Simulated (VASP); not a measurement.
# Co in VASP: further runs

The runs below take Co through single point, work function, with r2SCAN+U, PBE.

All numbers are computed with VASP 6.6.1; they aren't measurements. Logs are shortened: lines on timing, memory, paths and dates and some standing lists are left out, and cuts for length are marked.

### 1 Starting point

The cell holds a slab with vacuum, 6 atoms: a = 2.471 Å, b = 2.471 Å, c = 25.110 Å, α = 90.00°, β = 90.00°, γ = 120.00°.

The slab is cut from a database's or a generator's crystal, which needn't be the stable form of the element.

### 2 Single point, r2SCAN+U, collinear spin, antiferromagnetic start

Input file INCAR:

```
SYSTEM = Co
ALGO = Normal ; DIPOL = 0.5 0.5 0.500
EDIFF = 1E-6 ; ENCUT = 520
IDIPOL = 3 ; ISIF = 2
ISMEAR = -1 ; ISPIN = 2
LASPH = .True. ; LCHARG = .False.
LDAU = .True. ; LDAUJ = 0
LDAUL = 2 ; LDAUPRINT = 1
LDAUTYPE = 2 ; LDAUU = 2
LDIPOL = .True. ; LMAXMIX = 4
LMIXTAU = .True. ; LORBIT = 11
LREAL = .False. ; LWAVE = .False.
MAGMOM = 2 -2 2 -2 2 -2 ; METAGGA = R2SCAN
NBANDS = 40 ; NELM = 100
PREC = Accurate ; SIGMA = 0.05
```

Input file KPOINTS:

```
k-points
0
Gamma
  9 9 1
  0 0 0
```

Input file POSCAR:

```
Co
1.0
    2.4705617809      0.0000000000      0.0000000000
   -1.2352808904      2.1395692639      0.0000000000
    0.0000000000      0.0000000000     25.1102922500
Co
6
Direct
    0.6666666700      0.3333333400      0.2986823063
    0.0000000000      0.0000000000      0.3792093838
    0.3333333300      0.6666666600      0.4597364613
    0.0000000000      0.0000000000      0.5402635387
    0.6666666700      0.3333333400      0.6207906162
    0.0000000000      0.0000000000      0.7013176937
```

Potentials or basis: VASP PAW PBE potentials, release 64 (Co).

Launch:

```bash
$ cat potpaw_PBE.64/Co/POTCAR > POTCAR
$ mpirun -np 1 vasp_std > vasp.out
```

OUTCAR:

```text
SYSTEM = Co
   EDIFF = 1E-6
   ENCUT = 520
   ISIF = 2
   ISMEAR = -1
   ISPIN = 2
   LASPH = .True.
   LORBIT = 11
   LREAL = .False.
   METAGGA = R2SCAN
   NELM = 100
   PREC = Accurate

 ion  position               nearest neighbor table
   1  0.667  0.333  0.299-   2 2.47   2 2.47   2 2.47
   2  0.000  0.000  0.379-   3 2.47   1 2.47   3 2.47   1 2.47   3 2.47   1 2.47
   3  0.333  0.667  0.460-   4 2.47   2 2.47   4 2.47   4 2.47   2 2.47   2 2.47
   4  0.000  0.000  0.540-   3 2.47   5 2.47   3 2.47   3 2.47   5 2.47   5 2.47
   5  0.667  0.333  0.621-   4 2.47   6 2.47   4 2.47   6 2.47   4 2.47   6 2.47
   6  0.000  0.000  0.701-   5 2.47   5 2.47   5 2.47

  LATTYP: Found a hexagonal cell.
 ALAT       =     2.4705617809
 C/A-ratio  =    10.1637985515

  Lattice vectors:

 A1 = (   2.4705617809,   0.0000000000,   0.0000000000)
 A2 = (  -1.2352808904,   2.1395692639,   0.0000000000)
 A3 = (   0.0000000000,   0.0000000000,  25.1102922500)

Analysis of symmetry for initial positions (statically):
=====================================================================
 Subroutine PRICEL returns:
 Original cell was already a primitive cell.

 Routine SETGRP: Setting up the symmetry group for a
 hexagonal supercell.

 Subroutine GETGRP returns: Found  6 space group operations
 (whereof  6 operations were pure point group operations)
 out of a pool of 24 trial point group operations.

The static configuration has the point symmetry C_3v.

Analysis of symmetry for dynamics (positions and initial velocities):
=====================================================================
 Subroutine PRICEL returns:
 Original cell was already a primitive cell.

 Routine SETGRP: Setting up the symmetry group for a
 hexagonal supercell.

 Subroutine GETGRP returns: Found  6 space group operations
 (whereof  6 operations were pure point group operations)
 out of a pool of 24 trial point group operations.

The dynamic configuration has the point symmetry C_3v.

Analysis of structural, dynamic, and magnetic symmetry:
=====================================================================
 Subroutine PRICEL returns:
 Original cell was already a primitive cell.

 Routine SETGRP: Setting up the symmetry group for a
 hexagonal supercell.

 Subroutine GETGRP returns: Found  6 space group operations
 (whereof  6 operations were pure point group operations)
 out of a pool of 24 trial point group operations.

The overall configuration has the point symmetry C_3v.

 Subroutine INISYM returns: Found  6 space group operations
 (whereof  6 operations are pure point group operations),
 and found     1 'primitive' translations
[... 339 lines left out ...]
  ext. energy  EPLUGINS =         0.00000000
  ---------------------------------------------------
  free energy    TOTEN  =       -67.63691484 eV

  energy without entropy =      -67.60422914  energy(sigma->0) =      -67.62057199

 E-fermi :   2.4187     XC(G=0):  -7.8244

 val. band max:        2.3875465252   @ k =   0.3333   0.3333   0.0000
 cond. band min:       2.4228828748   @ k =   0.3333   0.2222   0.0000
 fundamental gap:      0.0353363496
 Fermi energy:         2.4187344670

 spin component 1

 k-point     1 :       0.0000    0.0000    0.0000
  band No.  band energies     occupation
      1      -7.0788      1.00000
      2      -6.3939      1.00000
      3      -5.3069      1.00000
      4      -4.1902      1.00000
      5      -3.6628      1.00000
      6      -3.4952      1.00000
[... 493 lines left out ...]
     38       9.3316      0.00000
     39       9.5953      0.00000
 Fermi energy:         2.4187344670

 spin component 2

 k-point     1 :       0.0000    0.0000    0.0000
  band No.  band energies     occupation
      1      -7.0867      1.00000
      2      -6.3999      1.00000
      3      -5.3149      1.00000
      4      -4.1911      1.00000
      5      -3.6575      1.00000
      6      -3.4797      1.00000
[... 493 lines left out ...]
     38       9.2027      0.00000
     39       9.4113      0.00000
 [bands above 39 left out]

------------------------ aborting loop because EDIFF is reached ----------------------------------------

 vacuum level on the upper side and lower side of the slab       (xc-potential included)        -0.133        -0.138

  FORCE on cell =-STRESS in cart. coord.  units (eV):
  Direction    XX          YY          ZZ          XY          YZ          ZX
  --------------------------------------------------------------------------------------
  -------------------------------------------------------------------------------------
  Total       -1.2361844     -1.2361844     11.7559731     -0.0000000      0.0000000      0.0000000
  in kB      -14.9217588    -14.9217588    141.9042264     -0.0000000      0.0000000      0.0000000
  external PRESSURE =      37.3535696 kB  Pullay stress =       0.0000000 kB

 VOLUME and BASIS-vectors are now :
 -----------------------------------------------------------------------------
  energy-cutoff  :      520.00
  volume of cell :      132.73
      direct lattice vectors                 reciprocal lattice vectors
     2.470561781  0.000000000  0.000000000     0.404766239  0.233691897  0.000000000
    -1.235280890  2.139569264  0.000000000     0.000000000  0.467383794  0.000000000
     0.000000000  0.000000000 25.110292250     0.000000000  0.000000000  0.039824308

 POSITION                                       TOTAL-FORCE (eV/Angst)
 -----------------------------------------------------------------------------------
      1.23528      0.71319      7.50000         0.000000     -0.000000     -1.009888
      0.00000      0.00000      9.52206         0.000000     -0.000000     -0.280352
      0.00000      1.42638     11.54412        -0.000000     -0.000000      0.067767
      0.00000      0.00000     13.56618         0.000000     -0.000000     -0.050927
      1.23528      0.71319     15.58823        -0.000000      0.000000      0.261222
      0.00000      0.00000     17.61029         0.000000     -0.000000      1.012178
 -----------------------------------------------------------------------------------
    total drift:                                0.000001     -0.000000     -0.000521

  FREE ENERGIE OF THE ION-ELECTRON SYSTEM (eV)
  ---------------------------------------------------
  free  energy   TOTEN  =       -67.6369148440 eV

  energy  without entropy=      -67.6042291393  energy(sigma->0) =      -67.62057199

 vacuum level on the upper side and lower side of the slab         7.646         7.637

 total charge

# of ion       s       p       d       tot
------------------------------------------
    1        0.508   0.446   7.224   8.178
    2        0.520   0.583   7.236   8.339
    3        0.522   0.593   7.232   8.348
    4        0.523   0.584   7.249   8.356
    5        0.519   0.589   7.225   8.333
    6        0.509   0.440   7.233   8.182
--------------------------------------------------
tot          3.101   3.236  43.398  49.736

 magnetization (x)

# of ion       s       p       d       tot
------------------------------------------
    1       -0.019  -0.080   2.055   1.957
    2       -0.019  -0.030  -2.023  -2.072
    3        0.007   0.003   2.006   2.016
    4       -0.007  -0.011  -1.943  -1.961
    5        0.019   0.025   2.064   2.107
    6        0.018   0.075  -2.038  -1.945
--------------------------------------------------
tot         -0.002  -0.018   0.122   0.102
```

OSZICAR:

```text
N       E                     dE             d eps       ncg     rms          rms(c)
DAV:   1     0.387538895812E+03    0.38754E+03   -0.24137E+04  1928   0.154E+03
DAV:   2    -0.455673831132E+02   -0.43311E+03   -0.41012E+03  1928   0.335E+02
[... 13 lines left out ...]
DAV:  62    -0.676368155983E+02    0.33401E-04   -0.30366E-06  1656   0.141E-02    0.432E-03
DAV:  63    -0.676368088586E+02    0.67396E-05   -0.10499E-06  1424   0.866E-03    0.360E-03
DAV:  64    -0.676368917326E+02   -0.82874E-04   -0.11004E-05  1968   0.199E-02    0.423E-03
DAV:  65    -0.676369118694E+02   -0.20137E-04   -0.48235E-06  1856   0.153E-02    0.396E-03
DAV:  66    -0.676369144762E+02   -0.26068E-05   -0.58511E-06  1816   0.173E-02    0.354E-03
DAV:  67    -0.676369148440E+02   -0.36781E-06   -0.33999E-06  1704   0.132E-02
   1 F= -.67636915E+02 E0= -.67620572E+02  d E =-.326857E-01  mag=     0.0981
```

Run time: 21 min. Hardware: 1 thread of AMD EPYC 9R45 (Zen 5), shared host; peak memory 0.34 GiB.

What came out:

```yaml
Free_energy: -67.6369 eV
Largest_force: 1.012 eV/Å
Band_gap_on_the_k_mesh: none (metal or under the smearing width)
Net_moment: 0.10 μB per cell
Site_moments: Co +1.96, -2.07, +2.02, -1.96, +2.11, -1.95 μB
Valence_electrons_inside_the_program's_atomic_spheres: Co 8.18, 8.34, 8.35, 8.36, 8.33
```

Forces in eV/Å, atoms in the order of the input:
```
Co   0.000  0.000 -1.010
Co   0.000  0.000 -0.280
Co   0.000  0.000  0.068
Co   0.000  0.000 -0.051
Co   0.000  0.000  0.261
Co   0.000  0.000  1.012
```

Eigenvalues of the final occupation matrices:
```csv
site,spin,trace,eigenvalues
site 1 d,1,4.65,0.91 0.93 0.93 0.94 0.94
site 1 d,2,2.60,0.28 0.28 0.57 0.57 0.90
site 2 d,1,2.62,0.25 0.25 0.63 0.63 0.87
site 2 d,2,4.64,0.89 0.93 0.93 0.94 0.94
site 3 d,1,4.63,0.89 0.93 0.93 0.94 0.94
site 3 d,2,2.63,0.27 0.27 0.61 0.61 0.89
site 4 d,1,2.67,0.30 0.30 0.60 0.60 0.88
site 4 d,2,4.61,0.88 0.93 0.93 0.94 0.94
site 5 d,1,4.66,0.90 0.94 0.94 0.94 0.94
site 5 d,2,2.60,0.23 0.23 0.63 0.63 0.87
site 6 d,1,2.61,0.30 0.30 0.56 0.56 0.89
site 6 d,2,4.65,0.91 0.93 0.93 0.94 0.94
```

Caveat: the PAW data sets were made with another functional, which shifts forces and pressure a little; the U is typed as a test and isn't derived for this compound. The state reached can hang on the start; a lower one may exist.

### 3 Work function, PBE, collinear spin, ferromagnetic start (the (0 0 1) slab of Co, cut from the database cell, not relaxed)

Input file INCAR:

```
PREC     = Accurate       # precision mode
ENCUT    = 520            # plane-wave cutoff, eV
EDIFF    = 1E-6           # SCF threshold, eV
ISMEAR   = 0              # smearing method
SIGMA    = 0.05           # smearing width, eV
LREAL    = F              # projectors in reciprocal space
LASPH    = T              # aspherical terms in the spheres
NELM     = 120            # most SCF steps
ALGO     = Fast           # electronic algorithm
ISIF     = 2              # what is computed and relaxed
LWAVE    = F              # write WAVECAR
LCHARG   = T              # write CHGCAR
ISPIN    = 2              # spin polarisation
MAGMOM   = 2 2 2 2 2 2    # initial moments
LORBIT   = 11             # projections on sites
LMAXMIX  = 4              # l up to which the mixer works
LDIPOL   = T            
IDIPOL   = 3            
DIPOL    = 0.5 0.5 0.500
GGA      = PE             # functional
LELF     = T              # ELF
LVHAR    = T            
LVACPOTAV= T
```

Input file KPOINTS:

```
regular mesh
0
Gamma
  12 12 1
```

POSCAR is that of step 2.

Potentials or basis: VASP PAW PBE potentials, release 64 (Co).

Launch:

```bash
$ cat potpaw_PBE.64/Co/POTCAR > POTCAR
$ mpirun -np 1 vasp_std > vasp.out
```

OUTCAR:

```text
PREC = Accurate
   ENCUT = 520
   EDIFF = 1E-6
   ISMEAR = 0
   LREAL = F
   LASPH = T
   NELM = 120
   ISIF = 2
   ISPIN = 2
   LORBIT = 11
   GGA = PE

 ion  position               nearest neighbor table
   1  0.667  0.333  0.299-   2 2.47   2 2.47   2 2.47
   2  0.000  0.000  0.379-   3 2.47   1 2.47   3 2.47   1 2.47   3 2.47   1 2.47
   3  0.333  0.667  0.460-   4 2.47   2 2.47   4 2.47   4 2.47   2 2.47   2 2.47
   4  0.000  0.000  0.540-   3 2.47   5 2.47   3 2.47   3 2.47   5 2.47   5 2.47
   5  0.667  0.333  0.621-   4 2.47   6 2.47   4 2.47   6 2.47   4 2.47   6 2.47
   6  0.000  0.000  0.701-   5 2.47   5 2.47   5 2.47

  LATTYP: Found a hexagonal cell.
 ALAT       =     2.4705617809
 C/A-ratio  =    10.1637985515

[... 1793 lines left out ...]
      1.23528      0.71319      7.50000         0.000000      0.000000      0.267578
      0.00000      0.00000      9.52206        -0.000000      0.000000     -0.404851
      0.00000      1.42638     11.54412        -0.000000      0.000000      0.208513
      0.00000      0.00000     13.56618        -0.000000     -0.000000     -0.211338
      1.23528      0.71319     15.58823        -0.000000     -0.000000      0.508604
      0.00000      0.00000     17.61029        -0.000000      0.000000     -0.368506
 -----------------------------------------------------------------------------------
    total drift:                                0.000000      0.000000      0.000304

  FREE ENERGIE OF THE ION-ELECTRON SYSTEM (eV)
  ---------------------------------------------------
  free  energy   TOTEN  =       -40.7535443031 eV

  energy  without entropy=      -40.7462712202  energy(sigma->0) =      -40.74990776

 vacuum level on the upper side and lower side of the slab         7.566         7.616

 total charge

# of ion       s       p       d       tot
------------------------------------------
    1        0.487   0.413   7.232   8.132
    2        0.494   0.536   7.268   8.298
    3        0.495   0.536   7.268   8.300
    4        0.497   0.535   7.272   8.304
    5        0.494   0.534   7.268   8.296
    6        0.484   0.410   7.241   8.136
--------------------------------------------------
tot          2.952   2.964  43.550  49.466

 magnetization (x)

# of ion       s       p       d       tot
------------------------------------------
    1       -0.011  -0.038   1.813   1.764
    2       -0.013  -0.049   1.752   1.691
    3       -0.013  -0.050   1.720   1.657
    4       -0.013  -0.048   1.710   1.648
    5       -0.013  -0.050   1.749   1.686
    6       -0.012  -0.042   1.779   1.726
--------------------------------------------------
tot         -0.075  -0.277  10.522  10.171
```

OSZICAR:

```text
N       E                     dE             d eps       ncg     rms          rms(c)
DAV:   1     0.412075819688E+03    0.41208E+03   -0.24522E+04  2904   0.163E+03
DAV:   2    -0.146631336947E+02   -0.42674E+03   -0.40523E+03  2888   0.343E+02
DAV:   3    -0.460315779686E+02   -0.31368E+02   -0.28402E+02  3140   0.132E+02
[... 41 lines left out ...]
RMM:  45    -0.407535223358E+02   -0.21142E-04   -0.48561E-07  1782   0.243E-03    0.465E-03
RMM:  46    -0.407535366228E+02   -0.14287E-04   -0.61299E-07  1564   0.175E-03    0.338E-03
RMM:  47    -0.407535390095E+02   -0.23867E-05   -0.19365E-07  1211   0.146E-03    0.185E-03
RMM:  48    -0.407535414053E+02   -0.23958E-05   -0.84492E-08  1139   0.136E-03    0.133E-03
RMM:  49    -0.407535436834E+02   -0.22781E-05   -0.11254E-07  1104   0.128E-03    0.103E-03
RMM:  50    -0.407535443031E+02   -0.61972E-06   -0.36580E-08   605   0.895E-04
   1 F= -.40753544E+02 E0= -.40749908E+02  d E =-.727308E-02  mag=    10.0627
```

It took 9.7 min on 1 thread of Intel Xeon Platinum 8259CL at 2.50GHz (Skylake/Cascade Lake), shared host; peak memory 0.36 GiB.

Results:

* Free energy: -40.7535 eV
* Largest force: 0.509 eV/Å
* Band gap on the k mesh: none (metal or under the smearing width)
* Net moment: 10.06 μB per cell
* Site moments: Co +1.76, +1.69, +1.66, +1.65, +1.73 μB
* Valence electrons inside the program's atomic spheres: Co 8.13, 8.30, 8.14
* Work function of the upper face: 4.96 eV
* Work function of the lower face: 5.01 eV

Forces in eV/Å, atoms in the order of the input:
```
Co   0.000  0.000  0.268
Co   0.000  0.000 -0.405
Co   0.000  0.000  0.209
Co   0.000  0.000 -0.211
Co   0.000  0.000  0.509
Co   0.000  0.000 -0.369
```
